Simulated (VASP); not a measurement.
# GaSb (F-43m) in VASP: notebook

One crystal, GaSb, is run at these levels: r2SCAN+D4; tasks: single point, relaxation of cell and atoms.

Program: VASP 6.6.1. These are calculated values, not measurements. Logs are shortened: lines on timing, memory, paths and dates and some standing lists are left out, and cuts for length are marked.

**Experimental background.**

From a printed reference work, data compilation, for a bulk crystal of GaSb at 4.2 K: band gap 0.811 eV (direct).

The runs below are set against these values where they give the same quantity.

### 1 The structure

It takes space group F-43m (No. 216, cubic). Conventional cell: a = 6.105 Å, b = 6.105 Å, c = 6.105 Å, α = 90.00°, β = 90.00°, γ = 90.00°. Ga (site symmetry -43m) is surrounded by 4 Sb at 2.64 Å. Sb (site symmetry -43m) has 4 Ga at 2.64 Å as nearest neighbours.

### 2 Single point, r2SCAN+D4

Input file POSCAR:

```
GaSb
1.0
    0.0000000000      3.0523423938      3.0523423938
    3.0523423938      0.0000000000      3.0523423938
    3.0523423938      3.0523423938      0.0000000000
Ga Sb
1 1
Direct
    0.0000000000      0.0000000000      0.0000000000
    0.2500000000      0.2500000000      0.2500000000
```

Input file INCAR.step1:

```
SYSTEM = GaSb
PREC     = Accurate       ! precision mode
ENCUT    = 520            ! plane-wave cutoff, eV
ISMEAR   = 0              ! smearing method
SIGMA    = 0.01           ! smearing width, eV
LREAL    = .False.        ! projectors in reciprocal space
LASPH    = .True.         ! aspherical terms in the spheres
NELM     = 100            ! most SCF steps
NBANDS   = 16             ! bands
GGA      = PE             ! functional
ALGO     = Normal         ! electronic algorithm
EDIFF    = 1E-4           ! SCF threshold, eV
LWAVE    = .True.         ! write WAVECAR
LCHARG   = .False.        ! write CHGCAR
```

Input file INCAR.step2:

```
SYSTEM = GaSb
PREC     = Accurate       ! precision mode
ENCUT    = 520            ! plane-wave cutoff, eV
EDIFF    = 1E-6           ! SCF threshold, eV
ISMEAR   = 0              ! smearing method
SIGMA    = 0.01           ! smearing width, eV
LREAL    = .False.        ! projectors in reciprocal space
LASPH    = .True.         ! aspherical terms in the spheres
NELM     = 100            ! most SCF steps
ALGO     = Normal         ! electronic algorithm
ISIF     = 2              ! what is computed and relaxed
LWAVE    = .False.        ! write WAVECAR
LCHARG   = .True.         ! write CHGCAR
METAGGA  = R2SCAN         ! meta-GGA
LMIXTAU  = .True.       
IVDW     = 13             ! dispersion correction
VDW_S6   = 1.0          
VDW_S8   = 0.6018749    
VDW_A1   = 0.51559235   
VDW_A2   = 5.77342911   
LELF     = .True.         ! ELF
LVHAR    = .True.       
NBANDS   = 16             ! bands
ISTART   = 1
```

Input file KPOINTS:

```
regular mesh
0
Gamma
  6 6 6
  0 0 0
```

Potentials or basis: VASP PAW PBE potentials, release 64 (Ga_d, Sb).

Launch:

```sh
$ cat potpaw_PBE.64/Ga_d/POTCAR potpaw_PBE.64/Sb/POTCAR > POTCAR
$ cp INCAR.step1 INCAR
$ mpirun -np 1 vasp_std > vasp.out
$ cp INCAR.step2 INCAR
$ mpirun -np 1 vasp_std > vasp.out
```

OUTCAR:

```text
SYSTEM = GaSb
   PREC = Accurate
   ENCUT = 520
   EDIFF = 1E-6
   ISMEAR = 0
   LREAL = .False.
   LASPH = .True.
   NELM = 100
   ISIF = 2
   METAGGA = R2SCAN
   IVDW = 13
   ISTART = 1

 ion  position               nearest neighbor table
   1  0.000  0.000  0.000-   2 2.64   2 2.64   2 2.64   2 2.64
   2  0.250  0.250  0.250-   1 2.64   1 2.64   1 2.64   1 2.64

  LATTYP: Found a face centered cubic cell.
 ALAT       =     6.1046847876

  Lattice vectors:

 A1 = (   0.0000000000,   3.0523423938,   3.0523423938)
 A2 = (   3.0523423938,   0.0000000000,   3.0523423938)
 A3 = (   3.0523423938,   3.0523423938,   0.0000000000)

Analysis of symmetry for initial positions (statically):
=====================================================================
 Subroutine PRICEL returns:
 Original cell was already a primitive cell.

 Routine SETGRP: Setting up the symmetry group for a
 face centered cubic supercell.

 Subroutine GETGRP returns: Found 24 space group operations
 (whereof 24 operations were pure point group operations)
 out of a pool of 48 trial point group operations.

The static configuration has the point symmetry T_d .

Analysis of symmetry for dynamics (positions and initial velocities):
=====================================================================
 Subroutine PRICEL returns:
 Original cell was already a primitive cell.

 Routine SETGRP: Setting up the symmetry group for a
 face centered cubic supercell.

 Subroutine GETGRP returns: Found 24 space group operations
 (whereof 24 operations were pure point group operations)
 out of a pool of 48 trial point group operations.

The dynamic configuration has the point symmetry T_d .

 Subroutine INISYM returns: Found 24 space group operations
 (whereof 24 operations are pure point group operations),
 and found     1 'primitive' translations

----------------------------------------------------------------------------------------

                                     Primitive cell

  volume of cell :      56.8761

  direct lattice vectors                    reciprocal lattice vectors
     0.000000000  3.052342394  3.052342394    -0.163808622  0.163808622  0.163808622
     3.052342394  0.000000000  3.052342394     0.163808622 -0.163808622  0.163808622
     3.052342394  3.052342394  0.000000000     0.163808622  0.163808622 -0.163808622

  length of vectors
     4.316664010  4.316664010  4.316664010     0.283724855  0.283724855  0.283724855

  position of ions in fractional coordinates (direct lattice)
     0.000000000  0.000000000  0.000000000
     0.250000000  0.250000000  0.250000000

  ion indices of the primitive-cell ions
   primitive index   ion index
                 1           1
                 2           2

----------------------------------------------------------------------------------------

 KPOINTS: regular mesh

Automatic generation of k-mesh.
 Grid dimensions read from file:
 generate k-points for:    6    6    6

 Generating k-lattice:

  Cartesian coordinates                     Fractional coordinates (reciprocal lattice)
    -0.027301437  0.027301437  0.027301437     0.166666667  0.000000000  0.000000000
     0.027301437 -0.027301437  0.027301437     0.000000000  0.166666667  0.000000000
     0.027301437  0.027301437 -0.027301437     0.000000000  0.000000000  0.166666667

  Length of vectors
     0.047287476  0.047287476  0.047287476

  Shift w.r.t. Gamma in fractional coordinates (k-lattice)
     0.000000000  0.000000000  0.000000000

 Subroutine IBZKPT returns following result:
 ===========================================

 Found     16 irreducible k-points:

 Following reciprocal coordinates:
            Coordinates               Weight
  0.000000  0.000000  0.000000      1.000000
  0.166667  0.000000  0.000000      8.000000
  0.333333  0.000000  0.000000      8.000000
  0.500000  0.000000  0.000000      4.000000
  0.166667  0.166667  0.000000      6.000000
  0.333333  0.166667  0.000000     24.000000
[... 8 lines left out ...]
 -0.333333  0.333333  0.166667     24.000000
 -0.333333  0.500000  0.166667     12.000000
   k-points           NKPTS =     16   k-points in BZ     NKDIM =     16   number of bands    NBANDS=     16
   number of dos      NEDOS =    301   number of ions     NIONS =      2
   total plane-waves  NPLWV =  32768
   dimension x,y,z NGX =    32 NGY =   32 NGZ =   32
   dimension x,y,z NGXF=    64 NGYF=   64 NGZF=   64
   ions per type =               1   1
   NGX,Y,Z   is equivalent  to a cutoff of  12.32, 12.32, 12.32 a.u.
   NGXF,Y,Z  is equivalent  to a cutoff of  24.65, 24.65, 24.65 a.u.
 SYSTEM =  GaSb
   PREC   = accura    normal or accurate (medium, high low for compatibility)
   ISTART =      1    job   : 0-new  1-cont  2-samecut
   ICHARG =      0    charge: 1-file 2-atom 10-const
   ISPIN  =      1    spin polarized calculation?
   LNONCOLLINEAR =      F non collinear calculations
   LSORBIT =      F    spin-orbit coupling
   LASPH  =      T    aspherical Exc in radial PAW
   ENCUT  =  520.0 eV  38.22 Ry    6.18 a.u.   8.03  8.03  8.03*2*pi/ulx,y,z
   NELM   =    100;   NELMIN=  2; NELMDL=  0     # of ELM steps
   EDIFF  = 0.1E-05   stopping-criterion for ELM
   LREAL  =      F    real-space projection
   EDIFFG = 0.1E-04   stopping-criterion for IOM
   NSW    =      0    number of steps for IOM
   IBRION =     -1    ionic relax: 0-MD 1-quasi-New 2-CG
   NFREE  =      0    steps in history (QN), initial steepest desc. (CG)
   ISIF   =      2    stress and relaxation
   ISYM   =      2    0-nonsym 1-usesym 2-fastsym
   POTIM  = 0.5000    time-step for ionic-motion
   TEBEG  =    0.0;   TEEND  =   0.0 temperature during run
   PSTRESS=    0.0 pullay stress
   NELECT =      18.0000    total number of electrons
   NUPDOWN=      -1.0000    fix difference up-down
   EMIN   =  10.00;   EMAX   =-10.00  energy-range for DOS
   EFERMI =   0.00;   METHOD = LEGACY
   ISMEAR =     0;   SIGMA  =   0.01  broadening in eV -4-tet -1-fermi 0-gaus
   EFERMI_NEDOS =   21; number of points for ismear=-14 and -15
   IALGO  =     38    algorithm
   IMIX   =      4    mixing-type and parameters
     AMIX     =   0.40;   BMIX     =  1.00
     AMIX_MAG =   1.60;   BMIX_MAG =  1.00
  volume/ion in A,a.u.               =      28.44       191.91
  Fermi-wavevector in a.u.,A,eV,Ry     =   1.115636  2.108246 16.934398  1.244643
  Thomas-Fermi vector in A             =   2.252242
   LORBIT       =      0    0 simple, 1 ext, 2 COOP (PROOUT), +10 PAW based schemes
   METAGGA = R2SCAN    functional components
   LHFCALC =     F    Hartree Fock is set to
   AEXX    =    0.0000 exact exchange contribution
   IVDW    =    13    specifies the selected vdW correction
   LEPSILON=     F    determine dielectric tensor
   LRPA    =     F    only Hartree local field effects (RPA)
 non-spin polarized calculation
 Gauss-broadening in eV      SIGMA  =   0.01
  energy-cutoff  :      520.00
  volume of cell :       56.88
 maximum number of plane-waves:      1544
   NGX = 17   NGY = 17   NGZ = 17

 number of electron      17.9999985 magnetization

 Free energy of the ion-electron system (eV)
  ---------------------------------------------------
  ext. energy  EPLUGINS =         0.00000000
  ---------------------------------------------------
  free energy    TOTEN  =       -37.57690999 eV

  energy without entropy =      -37.57690999  energy(sigma->0) =      -37.57690999

 E-fermi :   4.8087     XC(G=0):  -9.7484

 val. band max:        4.7589325697   @ k =   0.0000   0.0000   0.0000
 cond. band min:       5.2577587003   @ k =   0.0000   0.0000   0.0000
 fundamental gap:      0.4988261306
 Fermi energy:         4.8086849184

 k-point     1 :       0.0000    0.0000    0.0000
  band No.  band energies     occupation
      1     -10.7600      2.00000
      2     -10.7600      2.00000
      3     -10.7600      2.00000
      4     -10.7021      2.00000
      5     -10.7021      2.00000
      6      -7.2197      2.00000
[... 8 lines left out ...]
     15      13.7866      0.00000
     16      13.7866      0.00000

 k-point     2 :       0.1667    0.0000    0.0000
  band No.  band energies     occupation
      1     -10.7679      2.00000
      2     -10.7566      2.00000
      3     -10.7566      2.00000
      4     -10.7024      2.00000
      5     -10.7024      2.00000
      6      -6.9195      2.00000
[... 8 lines left out ...]
     15      12.8045      0.00000
     16      12.8045      0.00000

 k-point     3 :       0.3333    0.0000    0.0000
  band No.  band energies     occupation
      1     -10.7832      2.00000
      2     -10.7505      2.00000
      3     -10.7505      2.00000
      4     -10.7024      2.00000
      5     -10.7024      2.00000
      6      -6.1170      2.00000
[... 8 lines left out ...]
     15      13.3477      0.00000
     16      13.3477      0.00000

 k-point     4 :       0.5000    0.0000    0.0000
  band No.  band energies     occupation
      1     -10.7907      2.00000
      2     -10.7479      2.00000
      3     -10.7479      2.00000
      4     -10.7019      2.00000
      5     -10.7019      2.00000
      6      -5.4803      2.00000
[... 8 lines left out ...]
     15      15.2807      0.00000
     16      15.2807      0.00000

 k-point     5 :       0.1667    0.1667    0.0000
  band No.  band energies     occupation
      1     -10.7739      2.00000
      2     -10.7533      2.00000
      3     -10.7533      2.00000
      4     -10.7048      2.00000
      5     -10.7009      2.00000
      6      -6.8170      2.00000
[... 8 lines left out ...]
     15      12.8952      0.00000
     16      14.1646      0.00000

 k-point     6 :       0.3333    0.1667    0.0000
  band No.  band energies     occupation
      1     -10.7864      2.00000
      2     -10.7480      2.00000
      3     -10.7468      2.00000
      4     -10.7066      2.00000
      5     -10.7003      2.00000
      6      -6.1634      2.00000
[... 8 lines left out ...]
     15      14.0397      0.00000
     16      14.4464      0.00000
[... 115 lines left out ...]
 k-point    13 :       0.5000    0.5000    0.0000
  band No.  band energies     occupation
      1     -10.8096      2.00000
      2     -10.7325      2.00000
      3     -10.7325      2.00000
      4     -10.7154      2.00000
      5     -10.6974      2.00000
      6      -4.5801      2.00000
[... 8 lines left out ...]
     15      16.3036      0.00000
     16      16.6814      0.00000

 k-point    14 :       0.5000    0.3333    0.1667
  band No.  band energies     occupation
      1     -10.7960      2.00000
      2     -10.7436      2.00000
      3     -10.7406      2.00000
      4     -10.7080      2.00000
      5     -10.7005      2.00000
      6      -5.4271      2.00000
[... 8 lines left out ...]
     15      14.3625      0.00000
     16      16.4426      0.00000

 k-point    15 :      -0.3333    0.3333    0.1667
  band No.  band energies     occupation
      1     -10.7995      2.00000
      2     -10.7426      2.00000
      3     -10.7377      2.00000
      4     -10.7072      2.00000
      5     -10.7018      2.00000
      6      -4.8528      2.00000
[... 8 lines left out ...]
     15      15.8627      0.00000
     16      16.0828      0.00000

 k-point    16 :      -0.3333    0.5000    0.1667
  band No.  band energies     occupation
      1     -10.8045      2.00000
      2     -10.7387      2.00000
      3     -10.7340      2.00000
      4     -10.7109      2.00000
      5     -10.7001      2.00000
      6      -4.5438      2.00000
[... 8 lines left out ...]
     15      15.3881      0.00000
     16      16.7856      0.00000

------------------------ aborting loop because EDIFF is reached ----------------------------------------

  DFT-D4 for vdW energy calculation

  Edisp (eV):   -0.28562

  FORCE on cell =-STRESS in cart. coord.  units (eV):
  Direction    XX          YY          ZZ          XY          YZ          ZX
  --------------------------------------------------------------------------------------
  -------------------------------------------------------------------------------------
  Total       0.03422     0.03422     0.03422     0.00000    -0.00000     0.00000
  in kB       0.96390     0.96390     0.96390     0.00000    -0.00000     0.00000
  external pressure =        0.96 kB  Pullay stress =        0.00 kB

 VOLUME and BASIS-vectors are now :
 -----------------------------------------------------------------------------
  energy-cutoff  :      520.00
  volume of cell :       56.88
      direct lattice vectors                 reciprocal lattice vectors
     0.000000000  3.052342394  3.052342394    -0.163808622  0.163808622  0.163808622
     3.052342394  0.000000000  3.052342394     0.163808622 -0.163808622  0.163808622
     3.052342394  3.052342394  0.000000000     0.163808622  0.163808622 -0.163808622

 POSITION                                       TOTAL-FORCE (eV/Angst)
 -----------------------------------------------------------------------------------
      0.00000      0.00000      0.00000         0.000000      0.000000      0.000000
      1.52617      1.52617      1.52617        -0.000000     -0.000000     -0.000000
 -----------------------------------------------------------------------------------
    total drift:                               -0.000002     -0.000002     -0.000002

  FREE ENERGIE OF THE ION-ELECTRON SYSTEM (eV)
  ---------------------------------------------------
  free  energy   TOTEN  =       -37.8625315207 eV

  energy  without entropy=      -37.8625315207  energy(sigma->0) =      -37.86253152
```

It took 20 s on 1 thread of Intel Xeon 6975P-C (Granite Rapids), shared host; peak memory 0.18 GiB.

What came out:

- Free energy: -37.8625 eV
- Pressure: 0.1 GPa
- Band gap on the k mesh: 0.50 eV, direct
- Dispersion energy per atom: -0.143 eV

Levels at points of the mesh, in eV from the valence-band top:
```tsv
k point	band 5	band 6	band 7	band 8	band 9	band 10	band 11	band 12	band 13	band 14
(0.00, 0.00, 0.00)	-15.46	-11.98	0.00	0.00	0.00	0.50	2.98	2.98	2.98	6.36
(0.50, 0.00, 0.00)	-15.46	-10.24	-6.62	-1.23	-1.23	0.70	4.01	4.01	6.92	10.02
(0.50, 0.50, 0.00)	-15.46	-9.34	-7.08	-2.72	-2.72	1.11	1.46	9.31	9.31	10.85
```

Caveat: the PAW data sets were made with another functional, which shifts forces and pressure a little; spin-orbit coupling is left out, which moves the levels of the heavy elements.

(Continued in part 2 of 2.)
